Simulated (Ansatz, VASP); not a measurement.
## Two plane-wave programs on BP

The input INCAR:

```
PREC = Accurate ; ENCUT = 520
EDIFF = 1E-6 ; ISMEAR = 0
SIGMA = 0.05 ; LREAL = False
LASPH = True ; NELM = 60
ALGO = Normal ; ISIF = 2
LWAVE = False ; LCHARG = False
GGA = PE ; NBANDS = 11
```

The input KPOINTS:

```
regular mesh
0
Gamma
  10 10 10
```

File POSCAR:

```
BP
1.0
    0.0000000000      2.2059273111      2.3423764231
    2.2059273111      0.0000000000      2.3423764231
    2.2059273111      2.2059273111      0.0000000000
B P
1 1
Direct
    0.0000000000      0.0000000000      0.0000000000
    0.7500000000      0.7500000000      0.7500000000
```

Input for Ansatz:

```yaml
crystal:
  lattice:
    - [0.0, 2.2059273111, 2.3423764231]
    - [2.2059273111, 0.0, 2.3423764231]
    - [2.2059273111, 2.2059273111, 0.0]
  atoms:
    - { symbol: B, position: [0.0, 0.0, 0.0] }
    - { symbol: P, position: [0.75, 0.75, 0.75] }
basis:
  ecutwfc: 420
kpoints:
  mp_grid: { grid: [10, 10, 10] }
hamiltonian:
  xc: pbe
scf:
  occupations: { method: gaussian, width: 0.05 }
output:
  forces: true
  stress: true
  eigenvalues: true
```

Change from the starting cell: strain -0.030 along x and y, +0.030 along z, atoms carried along.

Alike in both runs: task single point; functional PBE; k mesh 10 × 10 × 10; occupations gaussian, width 0.05 eV; no spin polarisation.

|  | VASP | Ansatz |
| --- | --- | --- |
| version | VASP 6.6.1 | Ansatz 0.2.0 |
| potentials or method | VASP PAW PBE potentials, release 64 (B, P) | scalar-relativistic, plane waves, PAW |
| plane-wave cutoff (eV) | 520 | 420 |
| valence electrons in the cell | 8 | 8 |

Ansatz gave:

```
gap on the k mesh at the Fermi level (eV)       : 0.75
least direct gap on the mesh (eV)               : 3.14
pressure (GPa)                                  : 5.3
largest component of the traceless stress (GPa) : 11.82
```

Question: Estimate VASP's values.

Answer: gap on the k mesh at the Fermi level (eV): 0.75; least direct gap on the mesh (eV): 3.13; pressure (GPa): 5.1; largest component of the traceless stress (GPa): 11.84.

A k mesh can miss the band edges.
